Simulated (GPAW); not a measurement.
SrCl2:

```
CELL_PARAMETERS angstrom
0.00000 3.48835 3.48835
3.48835 0.00000 3.48835
3.48835 3.48835 0.00000
ATOMIC_POSITIONS crystal
Sr 0.00000 0.00000 0.00000
Cl 0.75000 0.75000 0.75000
Cl 0.25000 0.25000 0.25000
```

Base run:

* Program: GPAW 26.7.0
* Functional: HSE06
* Potentials or basis: GPAW PAW data sets (gpaw-data 1.2.1)
* Cutoff: 450 eV
* Basis: pw
* k mesh: 4 × 4 × 4
* Occupations: fermi-dirac, width 0.05 eV
* Spin: no spin polarisation

Its results: band gap on the k mesh 6.56 eV, indirect (least direct gap 6.81 eV).

**Question.** The run is repeated on the same cell with these changes: functional from HSE06 to PBE0. What comes out?

**Answer.** Band gap on the k mesh 7.35 eV, indirect (least direct gap 7.59 eV).

Caveats: exact exchange converges slowly with the k mesh, and this mesh is small.

A k mesh can miss the band edges.

Not every run made on this cell is shown here.
